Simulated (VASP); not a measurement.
# BN (Fmm2) in VASP: further runs

The runs below take BN through relaxation of cell and atoms, with PBEsol, LDA.

Program: VASP 6.6.1. These are calculated values, not measurements. Logs are shortened: lines on timing, memory, paths and dates and some standing lists are left out, and cuts for length are marked.

### 1 Starting point

Symmetry: Fmm2, No. 42, orthorhombic system. Conventional cell: a = 2.503 Å, b = 6.991 Å, c = 4.332 Å, α = 90.00°, β = 90.00°, γ = 90.00°. Around B (site symmetry mm2) lie 3 N at 1.44 Å. N (site symmetry mm2) is surrounded by 3 B at 1.44 Å.

Measurements of this composition are mostly on another form, of space group No. 194.

### 2 Relaxation of cell and atoms, PBEsol

The input, INCAR:

```
SYSTEM = BN
ALGO = Fast
EDIFF = 1E-7
EDIFFG = -0.005
ENCUT = 600
GGA = PS
IBRION = 2
ISIF = 3
ISMEAR = 0
LASPH = .True.
LCHARG = .False.
LREAL = .False.
LWAVE = .False.
NELM = 100
NSW = 90
PREC = Accurate
SIGMA = 0.02
```

The input, KPOINTS:

```
k-points
0
Gamma
  12 12 12
  0 0 0
```

The input, POSCAR:

```
BN
1.0
    0.0000000000      3.4953158300      2.1660912400
    1.2516321000      0.0000000000      2.1660912400
    1.2516321000      3.4953158300      0.0000000000
B N
1 1
Direct
    0.0000486500      0.0000486500      0.9999513500
    0.6666513400      0.6666513400      0.3333486600
```

Potentials or basis: VASP PAW PBE potentials, release 64 (B, N).

Command:

```console
cat potpaw_PBE.64/B/POTCAR potpaw_PBE.64/N/POTCAR > POTCAR
mpirun -np 1 vasp_std > vasp.out
```

OUTCAR:

```text
SYSTEM = BN
   EDIFF = 1E-7
   EDIFFG = -0.005
   ENCUT = 600
   GGA = PS
   IBRION = 2
   ISIF = 3
   ISMEAR = 0
   LASPH = .True.
   LREAL = .False.
   NELM = 100
   NSW = 90
   PREC = Accurate

 ion  position               nearest neighbor table
   1  0.000  0.000  1.000-   2 1.44   2 1.44   2 1.44
   2  0.667  0.667  0.333-   1 1.44   1 1.44   1 1.44

  LATTYP: Found a face centered orthorhombic cell.
 ALAT       =     2.5032642000
 B/A-ratio  =     1.7306133647
 C/A-ratio  =     2.7926064137

  Lattice vectors:

 A1 = (   0.0000000000,   3.4953158300,   2.1660912400)
 A2 = (  -1.2516321000,   3.4953158300,   0.0000000000)
 A3 = (  -1.2516321000,   0.0000000000,   2.1660912400)

Analysis of symmetry for initial positions (statically):
=====================================================================
 Subroutine PRICEL returns:
 Original cell was already a primitive cell.

 Routine SETGRP: Setting up the symmetry group for a
 face centered orthorhombic supercell.

 Subroutine GETGRP returns: Found  4 space group operations
 (whereof  4 operations were pure point group operations)
 out of a pool of  8 trial point group operations.

The static configuration has the point symmetry C_2v.

Analysis of symmetry for dynamics (positions and initial velocities):
=====================================================================
 Subroutine PRICEL returns:
 Original cell was already a primitive cell.

 Routine SETGRP: Setting up the symmetry group for a
 face centered orthorhombic supercell.

 Subroutine GETGRP returns: Found  4 space group operations
 (whereof  4 operations were pure point group operations)
 out of a pool of  8 trial point group operations.

The dynamic configuration has the point symmetry C_2v.

 Subroutine INISYM returns: Found  4 space group operations
 (whereof  4 operations are pure point group operations),
 and found     1 'primitive' translations

----------------------------------------------------------------------------------------

                                     Primitive cell

  volume of cell :      18.9526

  direct lattice vectors                    reciprocal lattice vectors
     0.000000000  3.495315830  2.166091240    -0.399478409  0.143048590  0.230830535
     1.251632100  0.000000000  2.166091240     0.399478409 -0.143048590  0.230830535
     1.251632100  3.495315830  0.000000000     0.399478409  0.143048590 -0.230830535

  length of vectors
[... 100 lines left out ...]
   IMIX   =      4    mixing-type and parameters
     AMIX     =   0.40;   BMIX     =  1.00
     AMIX_MAG =   1.60;   BMIX_MAG =  1.00
  volume/ion in A,a.u.               =       9.48        63.95
  Fermi-wavevector in a.u.,A,eV,Ry     =   1.228047  2.320672 20.518928  1.508099
  Thomas-Fermi vector in A             =   2.362987
   LORBIT       =      0    0 simple, 1 ext, 2 COOP (PROOUT), +10 PAW based schemes
   GGA     = PS    functional components
   LHFCALC =     F    Hartree Fock is set to
   AEXX    =    0.0000 exact exchange contribution
   IVDW    =     0    specifies the selected vdW correction
   LEPSILON=     F    determine dielectric tensor
   LRPA    =     F    only Hartree local field effects (RPA)
 conjugate gradient relaxation of ions
 non-spin polarized calculation
 RMM-DIIS sequential band-by-band and
 Gauss-broadening in eV      SIGMA  =   0.02
  energy-cutoff  :      600.00
  volume of cell :       18.95
 maximum number of plane-waves:       650
 NGX is ok and might be reduce to    36
   NGX = 17   NGY =  9   NGZ = 15

--------------------------------------- Ionic step        1  -------------------------------------------

 number of electron       8.0000000 magnetization

 Free energy of the ion-electron system (eV)
  ---------------------------------------------------
  ext. energy  EPLUGINS =         0.00000000
  ---------------------------------------------------
  free energy    TOTEN  =       -18.28675337 eV

  energy without entropy =      -18.28675337  energy(sigma->0) =      -18.28675337

------------------------ aborting loop because EDIFF is reached ----------------------------------------

  FORCE on cell =-STRESS in cart. coord.  units (eV):
  Direction    XX          YY          ZZ          XY          YZ          ZX
  --------------------------------------------------------------------------------------
  -------------------------------------------------------------------------------------
  Total        0.1202635     -0.0072406      0.1250889      0.0000000      0.0000000      0.0000000
  in kB       10.1665742     -0.6120879     10.5744919      0.0000000      0.0000000      0.0000000
  external PRESSURE =       6.7096594 kB  Pullay stress =       0.0000000 kB
[... 59 lines left out ...]
--------------------------------------- Ionic step        3  -------------------------------------------

 number of electron       8.0000000 magnetization

 Free energy of the ion-electron system (eV)
  ---------------------------------------------------
  ext. energy  EPLUGINS =         0.00000000
  ---------------------------------------------------
  free energy    TOTEN  =       -18.28687844 eV

  energy without entropy =      -18.28687844  energy(sigma->0) =      -18.28687844

 E-fermi :   2.0377     XC(G=0):  -9.9585

 val. band max:        1.8875262695   @ k =   0.5000  -0.3333   0.1667
 cond. band min:       5.6205523963   @ k =   0.0000   0.5000   0.5000
 fundamental gap:      3.7330261268
 Fermi energy:         2.0377397337

 k-point     1 :       0.0000    0.0000    0.0000
  band No.  band energies     occupation
      1     -15.9262      2.00000
      2      -2.6081      2.00000
      3       0.4898      2.00000
      4       0.4899      2.00000
      5       6.5572      0.00000
      6      13.3221      0.00000
      7      13.3947      0.00000
      8      14.7946      0.00000
[... 243 lines left out ...]
 k-point    24 :      -0.4167    0.1667    0.0000
  band No.  band energies     occupation
      1     -12.4684      2.00000
      2      -6.7923      2.00000
      3      -3.6828      2.00000
      4       1.2358      2.00000
      5       6.5329      0.00000
      6      13.2692      0.00000
      7      15.1148      0.00000
      8      16.8000      0.00000

 [... further k-points ...]

------------------------ aborting loop because EDIFF is reached ----------------------------------------

  FORCE on cell =-STRESS in cart. coord.  units (eV):
  Direction    XX          YY          ZZ          XY          YZ          ZX
  --------------------------------------------------------------------------------------
  -------------------------------------------------------------------------------------
  Total        0.0060007     -0.0032144     -0.0016612      0.0000000      0.0000000      0.0000000
  in kB        0.5062863     -0.2712054     -0.1401608      0.0000000      0.0000000      0.0000000
  external PRESSURE =       0.0316401 kB  Pullay stress =       0.0000000 kB
[... 17 lines left out ...]
  FREE ENERGIE OF THE ION-ELECTRON SYSTEM (eV)
  ---------------------------------------------------
  free  energy   TOTEN  =       -18.2868784365 eV

  energy  without entropy=      -18.2868784365  energy(sigma->0) =      -18.28687844

 reached required accuracy - stopping structural energy minimisation
```

OSZICAR:

```text
N       E                     dE             d eps       ncg     rms          rms(c)
DAV:   1     0.184651094666E+02    0.18465E+02   -0.50987E+03  4552   0.104E+03
[... 24 lines left out ...]
       N       E                     dE             d eps       ncg     rms          rms(c)
DAV:   1    -0.182871310065E+02   -0.72576E-03   -0.13274E-02  5576   0.122E+00    0.112E-01
RMM:   2    -0.182869131128E+02    0.21789E-03   -0.36914E-04  4480   0.201E-01    0.441E-02
RMM:   3    -0.182868864836E+02    0.26629E-04   -0.96836E-05  4480   0.104E-01    0.171E-02
RMM:   4    -0.182868784063E+02    0.80772E-05   -0.11728E-05  4480   0.393E-02    0.388E-03
RMM:   5    -0.182868783799E+02    0.26447E-07   -0.22490E-06  4480   0.171E-02    0.272E-03
RMM:   6    -0.182868784365E+02   -0.56673E-07   -0.36957E-07  3730   0.700E-03
   3 F= -.18286878E+02 E0= -.18286878E+02  d E =-.125065E-03
```

CONTCAR:

```text
BN
   1.00000000000000
     0.0000000000000000    3.4951091696259926    2.1683037906650262
     1.2528612596497719    0.0000000000000000    2.1683037906650262
     1.2528612596497719    3.4951091696259926    0.0000000000000000
  B               N
     1     1
Direct
     0.0000870847465593    0.0000870847465593    0.9999129152534407
     0.6666129052534386    0.6666129052534386    0.3333870947465613

  0.00000000E+00  0.00000000E+00  0.00000000E+00
  0.00000000E+00  0.00000000E+00  0.00000000E+00
```

Wall time 46 s (1 thread of Intel Xeon 6975P-C (Granite Rapids), shared host); peak memory 0.19 GiB.

Results:

* Free energy: -18.2869 eV
* Relaxed volume: 9.49 Å³/atom
* Relaxed cell: a = 4.113 Å, b = 2.504 Å, c = 3.713 Å, α = 80.28°, β = 36.88°, γ = 62.84°
* Space group after relaxing (to 0.05 Å): Fmm2 (No. 42)
* Energy gained by relaxing: 0.1 meV/atom
* Ionic steps: 3
* Pressure after relaxing: 0.0 GPa
* Largest force after relaxing: 0.004 eV/Å
* Band gap on the k mesh: 3.73 eV, indirect (least direct gap 4.48 eV)

Forces in eV/Å, atoms in the order of the input:
```
B    0.000  0.000 -0.004
N    0.000  0.000  0.004
```

The path:
| step | energy change (eV) | largest force (eV/Å) | pressure (GPa) | volume (Å³) |
| --- | --- | --- | --- | --- |
| 1 | 0.0000 | 0.0101 | 0.67 | 18.95 |
| 2 | 0.0003 | 0.0315 | -1.33 | 19.06 |
| 3 | -0.0001 | 0.0043 | 0.00 | 18.99 |

Final structure:
```
B N
1.0
     0.00000    3.49511    2.16830
     1.25286    0.00000    2.16830
     1.25286    3.49511    0.00000
B N
1 1
Direct
  0.00009 0.00009 0.99991
  0.66661 0.66661 0.33339
```

Levels at points of the mesh, in eV from the valence-band top:
| k point | band 1 | band 2 | band 3 | band 4 | band 5 | band 6 | band 7 | band 8 |
| --- | --- | --- | --- | --- | --- | --- | --- | --- |
| (0.00, 0.00, 0.00) | -17.81 | -4.50 | -1.40 | -1.40 | 4.67 | 11.43 | 11.51 | 12.91 |
| (0.50, 0.00, 0.00) | -14.60 | -8.99 | -4.21 | -1.02 | 4.54 | 9.72 | 13.11 | 15.43 |
| (0.50, 0.50, 0.00) | -14.65 | -9.09 | -4.20 | -0.52 | 5.71 | 9.29 | 12.00 | 13.55 |
| (0.50, 0.00, 0.50) | -17.61 | -6.17 | -1.42 | -1.39 | 9.43 | 11.40 | 11.46 | 11.83 |
| (0.00, 0.50, 0.50) | -14.54 | -8.89 | -4.24 | -1.48 | 3.73 | 9.80 | 14.29 | 18.35 |

Caveat: the PAW data sets were made with another functional, which shifts forces and pressure a little. A k mesh can miss the band edges.

(Part 1 of 2 ends here.)
